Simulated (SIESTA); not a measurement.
Crystal: NiO.

```
CELL_PARAMETERS angstrom
0.00000 2.08590 2.08590
2.08590 0.00000 2.08590
2.08590 2.08590 0.00000
ATOMIC_POSITIONS crystal
Ni 0.00000 0.00000 0.00000
O 0.50000 0.50000 0.50000
```

Base run:

```yaml
Program: SIESTA 5.4.2
Functional: PBE
Potentials_or_basis: PseudoDojo 0.4 standard (PBE files)
Basis: DZ (energy shift 0.002 Ry)
Grid_cutoff: 800 Ry
Energy_shift: 0.002 Ry
k_mesh: 11 × 11 × 11
Occupations: fermi-dirac, width 0.05 eV
Spin: collinear spin, ferromagnetic start
Starting_moments: "[1.0, 0.0] μB"
```

Its results: band gap on the k mesh none (metal or under the smearing width); pressure 4.3 GPa; net moment 1.78 μB per cell; site moments Ni +1.46; O +0.32 μB.

Problem. After a change of settings the same cell gave: band gap on the k mesh none (metal or under the smearing width); pressure 5.5 GPa; net moment 1.75 μB per cell; site moments Ni +1.45; O +0.30 μB. Which change was it?
A. functional from PBE to B86bPBE; basis from DZ (energy shift 0.002 Ry) to DZP (energy shift 0.002 Ry)
B. functional from PBE to vdW-DF-cx; basis from DZ (energy shift 0.002 Ry) to DZP (energy shift 0.002 Ry)
C. basis from DZ (energy shift 0.002 Ry) to SZ (energy shift 0.002 Ry)
D. basis from DZ (energy shift 0.002 Ry) to TZP (energy shift 0.002 Ry)

Solution. D.

Caveats: semicore shells carry a single zeta, which can move pressures by several GPa and volumes by a few percent; the basis of atomic orbitals isn't converged, which shifts pressures, moduli and gaps; a cell with one magnetic atom can't hold antiferromagnetic order, which such compounds often take; semilocal functionals often make such compounds metallic where correlation or magnetic order opens a gap, which also shifts bond lengths; the basis has no polarisation orbitals (some runs).

Not every run made on this cell is shown here.
